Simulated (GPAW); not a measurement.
The system is PtS2.

```
CELL_PARAMETERS angstrom
3.54320 0.00000 0.00000
-1.77160 3.06850 0.00000
0.00000 0.00000 5.03880
ATOMIC_POSITIONS crystal
Pt 0.00000 0.00000 0.00000
S 0.66667 0.33333 0.77300
S 0.33333 0.66667 0.22700
```

- Program: GPAW 26.7.0
- Task: relaxation of cell and atoms
- Functional: BLYP
- Potentials or basis: PAW data sets generated in the run's folder for this functional
- Cutoff: 600 eV
- Basis: pw
- k mesh: 9 × 9 × 5
- Occupations: fermi-dirac, width 0.05 eV
- Spin: no spin polarisation

At the start: pressure 18.5 GPa; volume 18.26 Å³/atom.

Q: Where does the relaxation end?

A: Over 19 steps the energy falls by 170.9 meV/atom and the volume is 30.09 Å³/atom (+64.8 %); space group P-3m1 (No. 164, to 0.05 Å).

The path:
```
step  energy change (eV)  largest force (eV/Å)  pressure (GPa)  volume (Å³)
   1              0.0000                1.7751           18.49        54.78
   2             -0.2253                0.9667           11.19        56.46
   3             -0.3698                0.0457            2.38        59.18
   4             -0.3760                0.1900            1.03        59.79
   5             -0.3797                0.2419            0.38        60.23
   6             -0.3889                0.2840           -0.69        61.32
   7             -0.4020                0.2375           -1.44        62.87
   8             -0.4159                0.0691           -1.41        64.60
   9             -0.4238                0.1035           -0.75        65.51
  10             -0.4300                0.2195           -0.02        65.89
  11             -0.4414                0.3324            1.03        66.39
  12             -0.4581                0.3546            1.88        67.41
  13             -0.4772                0.2100            1.81        69.53
  14             -0.4899                0.0415            0.96        72.40
  15             -0.4990                0.0225            0.28        76.18
  16             -0.5059                0.0202            0.12        81.12
  17             -0.5093                0.0509            0.16        85.32
  18             -0.5114                0.0304            0.09        88.32
  19             -0.5126                0.0005            0.00        90.27
```

Final structure:
```cif
data_structure
_symmetry_space_group_name_H-M 'P 1'
_symmetry_Int_Tables_number 1
_cell_length_a 3.6348
_cell_length_b 3.6348
_cell_length_c 7.8895
_cell_angle_alpha 90.000
_cell_angle_beta 90.000
_cell_angle_gamma 120.000
_cell_volume 90.27
loop_
_atom_site_label
_atom_site_type_symbol
_atom_site_fract_x
_atom_site_fract_y
_atom_site_fract_z
_atom_site_occupancy
Pt1 Pt 0.00000 0.00000 0.00000 1
S1 S 0.66667 0.33333 0.84179 1
S2 S 0.33333 0.66667 0.15821 1
```

Caveat: later steps reuse the first step's grids; the volume moved by over 15 % at a fixed basis, so the end points are rough; this functional lacks dispersion, which binds the layers, so the pressure and a relaxed spacing across them are unreliable, and here the layers came unbound; the volume moved by +65 % from the deposited cell, more than functionals usually miss.
